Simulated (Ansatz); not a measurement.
Method: DFT, PBE, plane waves (420 eV) with PAW, scalar-relativistic (Ansatz).

An element in the simple cubic structure gives this curve. The cell is scaled uniformly from the relaxed one, with fractional coordinates and shape fixed. Energies are extrapolated to zero smearing, pressures are those at the given smearing. Magnetic state: non-magnetic.

```tsv
V (Å³/atom)	E − E₀ (meV/atom)	P (GPa)
14.969	234.9	42.57
15.650	93.9	24.71
16.330	20.4	10.66
17.010	0.0	-0.40
17.691	21.3	-9.09
18.371	75.4	-15.88
19.052	155.0	-21.15
```

Q: Which element is it?
A. rhodium
B. palladium
C. zinc
D. iridium

A: D. Its fit is V₀ = 16.98 Å³/atom, B₀ = 247 GPa, B₀′ = 5.0.
